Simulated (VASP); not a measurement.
Write the native input for VASP 6.6.1 that does the following.

- Task: single point
- Functional: PBE
- Dispersion: D3(BJ)
- Potentials or basis: VASP PAW PBE potentials, release 64 (N)
- Cutoff: 520 eV
- k mesh: 24 × 24 × 8
- Occupations: gaussian, width 0.1 eV
- Spin: no spin polarisation
- Dipole correction: no
- Further INCAR settings: ALGO = Normal; EDIFF = 1e-06; NBANDS = 12

The structure of N lies in POSCAR:

```
N
1.0
    1.9130974936      0.0000000000      0.0000000000
   -0.9565487468      1.6567910294      0.0000000000
    0.0000000000      0.0000000000      6.5866688268
N
2
Direct
    0.3333333333      0.6666666667      0.2500000000
    0.6666666667      0.3333333333      0.7500000000
```

The real solid is made of molecules; this cell is a model form.

The cell isn't the ideal one: Sb -> N on all its sites, cell and atoms relaxed.

These files were run (other wordings do the same):

INCAR

```
SYSTEM = N
ALGO     = Normal         ! electronic algorithm
EDIFF    = 1E-6           ! SCF threshold, eV
ENCUT    = 520            ! plane-wave cutoff, eV
GGA      = PE             ! functional
ISIF     = 2              ! what is computed and relaxed
ISMEAR   = 0              ! smearing method
IVDW     = 12             ! dispersion correction
LASPH    = .True.         ! aspherical terms in the spheres
LCHARG   = .False.        ! write CHGCAR
LREAL    = .False.        ! projectors in reciprocal space
LWAVE    = .False.        ! write WAVECAR
NBANDS   = 12             ! bands
NELM     = 100            ! most SCF steps
PREC     = Accurate       ! precision mode
SIGMA    = 0.1            ! smearing width, eV
```

KPOINTS

```
k-points
0
Gamma
  24 24 8
  0 0 0
```

Potentials or basis: VASP PAW PBE potentials, release 64 (N).

Launch:

```sh
$ cat potpaw_PBE.64/N/POTCAR > POTCAR
$ mpirun -np 1 vasp_std > vasp.out
```

It gave:

- Pressure: 0.1 GPa
- Band gap on the k mesh: none (metal or under the smearing width)
- Dispersion energy per atom: -0.094 eV

Wall time 21 s on 1 thread of Intel(R) Xeon(R) 6975P-C (Granite Rapids), with other jobs on the host, peak memory 0.18 GiB.
